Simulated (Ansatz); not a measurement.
SnTe:

```xyz
2
Lattice="0.0000 3.6111 3.6111 3.6111 0.0000 3.6111 3.6111 3.6111 0.0000" Properties=species:S:1:pos:R:3 pbc="T T T"
Te    1.8056    1.8056    1.8056
Sn    0.0000    0.0000    0.0000
```

Measurements of this composition are mostly on another form, of space group No. 225.

```yaml
Program: Ansatz 0.2.0
Task: single point
Functional: PBE
Potentials_or_basis: Ansatz PAW
Cutoff: "420 eV (not typed: the program's choice for these potentials)"
k_mesh: 7 × 7 × 7
Occupations: fermi-dirac, width 0.05 eV
Spin: no spin polarisation
```

On this cell: pressure -0.1 GPa; largest force zero by symmetry; band gap on the k mesh 0.33 eV, indirect (least direct gap 0.83 eV).

The same run follows on a disturbed copy (atoms moved at random, drawn with an rms of 0.05 Å):

```xyz
2
Lattice="0.0000 3.6111 3.6111 3.6111 0.0000 3.6111 3.6111 3.6111 0.0000" Properties=species:S:1:pos:R:3 pbc="T T T"
Te    1.7987    1.7773    1.8345
Sn   -0.0433    0.0023    0.0114
```

Problem. What does the disturbed cell give?

Solution. The energy moves by +1.6 meV/atom; pressure 0.0 GPa; largest force 0.125 eV/Å; band gap on the k mesh 0.31 eV, indirect (least direct gap 0.83 eV).

Forces on the atoms (eV/Å):
```
Te  -0.089  0.075 -0.046
Sn   0.089 -0.075  0.046
```

Stress tensor (GPa, compression positive):
```
-0.04 -0.11  0.18
-0.11 -0.04 -0.22
 0.18 -0.22 -0.04
```

Caveats: odd divisions of the mesh miss points on the zone boundary, where band edges often lie, so the gap on the mesh can be too wide; spin-orbit coupling is left out, which moves the levels of the heavy elements.

A k mesh can miss the band edges.
